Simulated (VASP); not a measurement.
Input of a VASP 6.6.1 run:

run.py

```python
from ase import Atoms
from ase.calculators.vasp import Vasp
from ase.eos import EquationOfState
from ase.io import Trajectory
from ase.units import GPa

atoms = Atoms(
    ['Al', 'Al', 'N', 'N'],
    cell=[[3.113, 0.0, 0.0], [-1.5565, 2.695937082, 0.0], [0.0, 0.0, 4.981]],
    scaled_positions=[[0.666912, 0.336236, 0.499843], [0.326894, 0.667847, -0.00186], [0.669661, 0.33311, 0.877958], [0.336942, 0.669296, 0.382852]],
    pbc=True,
)
calc = Vasp(
    directory='calc',
    xc='revpbe',
    pp='PBE',
    setups='recommended',
    prec='Accurate',
    encut=520,
    ediff=1e-06,
    ismear=0,
    sigma=0.05,
    lreal=False,
    lasph=True,
    nelm=60,
    algo='Normal',
    isif=2,
    lwave=False,
    lcharg=False,
    kpts=[10, 10, 6],
    gamma=True,
)
atoms.calc = calc
cell = atoms.cell.copy()
volumes, energies = [], []
traj = Trajectory('eos.traj', 'w')
for x in [0.94, 0.96, 0.98, 1.0, 1.02, 1.04, 1.06]:
    atoms.set_cell(cell * x ** (1 / 3), scale_atoms=True)
    volumes.append(atoms.get_volume())
    energies.append(atoms.get_potential_energy())
    traj.write(atoms)
    print(f'{x:5.2f} {volumes[-1]:12.5f} {energies[-1]:14.6f}')

v0, e0, B = EquationOfState(volumes, energies, eos='birchmurnaghan').fit()
print(f'V0 = {v0:.4f} A^3, E0 = {e0:.6f} eV, B = {B / GPa:.2f} GPa')
```

Potentials or basis: VASP PAW PBE potentials, release 64 (Al, N).

The run is started by

```sh
$ python run.py
```

Predict the equilibrium volume.

10.77 Å³/atom.

Predict the pressure derivative of the bulk modulus.

3.9.

Predict the bulk modulus at fixed shape and positions.

189 GPa.

Energy against volume, from the lowest point:
| volume (Å³/atom) | energy (meV/atom) |
| --- | --- |
| 9.824 | 56.73 |
| 10.033 | 33.12 |
| 10.242 | 16.23 |
| 10.451 | 5.45 |
| 10.660 | 0.21 |
| 10.869 | 0.00 |
| 11.078 | 4.37 |

Caveat: the cell was scaled at fixed shape and fractional positions, which overstates the stiffness of a crystal with free parameters, most of all of layers and chains; the PAW data sets were made with another functional, which shifts forces and pressure a little.
